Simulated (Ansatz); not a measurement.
# ZrO2: the cost of one run

Method: DFT, PBE, spin-orbit coupling, plane waves, PAW, in Ansatz 0.2.0.

## Step 1: The system as given

Symmetry: P4_2/nmc, No. 137, tetragonal system. Conventional cell: a = 3.625 Å, b = 3.625 Å, c = 5.218 Å, α = 90.00°, β = 90.00°, γ = 90.00°. Zr (site symmetry -4m2) has 8 O at 2.10 to 2.38 Å as nearest neighbours. O (site symmetry 2mm) has 4 Zr at 2.10 to 2.38 Å as nearest neighbours.

Its coordinates follow in the input file.

It starts from an earlier solution of the starting cell (checkpoint.read).

## Step 2: Relaxing

Input file input.yaml:

```yaml
crystal:
  lattice:
    - [3.62486244, 0.0, 0.0]
    - [0.0, 3.62486244, 0.0]
    - [0.0, 0.0, 5.21840684]
  atoms:
    - { symbol: Zr, position: [0.0, 0.0, 0.0] }
    - { symbol: Zr, position: [0.5, 0.5, 0.5] }
    - { symbol: O, position: [0.0, 0.5, 0.203] }
    - { symbol: O, position: [0.0, 0.5, 0.703] }
    - { symbol: O, position: [0.5, 0.0, 0.297] }
    - { symbol: O, position: [0.5, 0.0, 0.797] }
  symmetry: { tolerance: 0.0003 }
kpoints:
  mp_grid: { grid: [6, 6, 4], shift: [0, 0, 0] }
magnetization:
  noncollinear: true
  spin_orbit: true
scf:
  occupations: { method: fermi_dirac, width: 0.0155 }
  lower_state_search: "off"
hamiltonian:
  pseudopotentials: { kind: paw_fr }
  xc: pbe
basis:
  ecutwfc: 420
  fft_grid_basis: typed
relax:
  max_steps: 40
  cell: { p_target: 0.0 }
output:
  forces: true
  stress: true
  eigenvalues: true
  bader: true
  populations: true
  elf: true
  write_potential: true
  volumetric_format: npy
  dos:
    e_range: [-12, 8]
    de: 0.05
    projected: { site_lists: { O: [O], Zr: [Zr] } }
    method: { smearing: { sigma: 0.1, scheme: gaussian } }
checkpoint:
  read: saved_state
```

Launch:

```console
> ansatz run input.yaml --threads 2 --pin off --max-ram 2560MiB --backend cpu --events-out ev --progress --plain --runs-dir out
```

**Question.** How long does this run take on 2 threads of Arm Neoverse N1, shared host, and how much memory does it need?

About 4.3 min, with a peak of 0.66 GiB.
